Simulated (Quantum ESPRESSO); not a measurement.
# MoS2: band structure with PBEsol

**The experiment to reproduce.**

From “Multiwavelength excitation Raman Scattering Analysis of bulk and 2 dimensional MoS2: Vibrational properties of atomically thin MoS2 layers”, 2015, arxiv:1506.03228, for a bulk crystal of MoS2 at 300 K: band gap 1.3 eV (indirect).

Crystal: MoS2.

```
Mo S
1.0
     3.16900    0.00000    0.00000
    -1.58450    2.74443    0.00000
     0.00000    0.00000   12.32400
Mo S
2 4
Direct
  0.66667 0.33333 0.75000
  0.33333 0.66667 0.25000
  0.66667 0.33333 0.37700
  0.33333 0.66667 0.87700
  0.66667 0.33333 0.12300
  0.33333 0.66667 0.62300
```

* Program: Quantum ESPRESSO 7.5
* Task: band structure
* Functional: PBEsol
* Potentials or basis: GBRV 1.5 PBEsol
* Cutoff: 612 eV
* Density cutoff: 4898 eV
* k mesh: 10 × 10 × 3
* Occupations: fermi-dirac, width 0.05 eV
* Spin: no spin polarisation
* Mixing beta: 0.5
* Most SCF iterations: 120
* SCF threshold: 1.2e-09 Ry

| Property | Result |
| --- | --- |
| Pressure | -3.3 GPa |
| Largest force | 0.329 eV/Å |
| Band gap on the k mesh | 0.88 eV, indirect (least direct gap 1.87 eV) |
| Band gap along the path | 0.83 eV, indirect (least direct gap 1.65 eV) |

Forces on the atoms (eV/Å):
```
Mo   0.000  0.000  0.000
Mo   0.000  0.000  0.000
S    0.000  0.000 -0.329
S    0.000  0.000 -0.329
S    0.000  0.000  0.329
S    0.000  0.000  0.329
```

Stress tensor (GPa, compression positive):
```
-3.59  0.00  0.00
 0.00 -3.59  0.00
 0.00  0.00 -2.67
```

Levels at the corners of the path, in eV from the valence-band top:
```csv
point,band 24,band 25,band 26,band 27,band 28,band 29
Γ,-1.18,-1.18,0.00,2.09,2.09,2.12
M,-1.52,-1.43,-1.30,1.59,1.64,1.98
K,-2.69,-0.79,-0.62,1.04,1.04,1.78
Γ,-1.18,-1.18,0.00,2.09,2.09,2.12
A,-2.16,-0.27,-0.27,2.10,2.10,2.10
L,-1.63,-1.36,-1.36,1.61,1.61,2.13
H,-2.87,-0.71,-0.71,1.04,1.04,2.25
A,-2.16,-0.27,-0.27,2.10,2.10,2.10
L,-1.63,-1.36,-1.36,1.61,1.61,2.13
M,-1.52,-1.43,-1.30,1.59,1.64,1.98
K,-2.69,-0.79,-0.62,1.04,1.04,1.78
H,-2.87,-0.71,-0.71,1.04,1.04,2.25
```

Run time: 2.3 min on 2 MPI ranks on Arm Neoverse V1 (shared host), peak memory 0.48 GiB a rank.

Against the measured gap of MoS2, 1.3 eV (indirect; 300 K; “Multiwavelength excitation Raman Scattering Analysis of bulk and 2 dimensional MoS2: Vibrational properties of atomically thin MoS2 layers”, 2015, arxiv:1506.03228), the calculated 0.83 eV is off by -0.47 eV. Spin-orbit coupling on Mo is left out. The value is that of PBEsol, without temperature or zero-point motion. Semilocal functionals fall short of measured gaps as a rule.

Caveat: some levels on the path didn't converge; this functional lacks dispersion, which binds the layers, so the pressure and a relaxed spacing across them are unreliable.
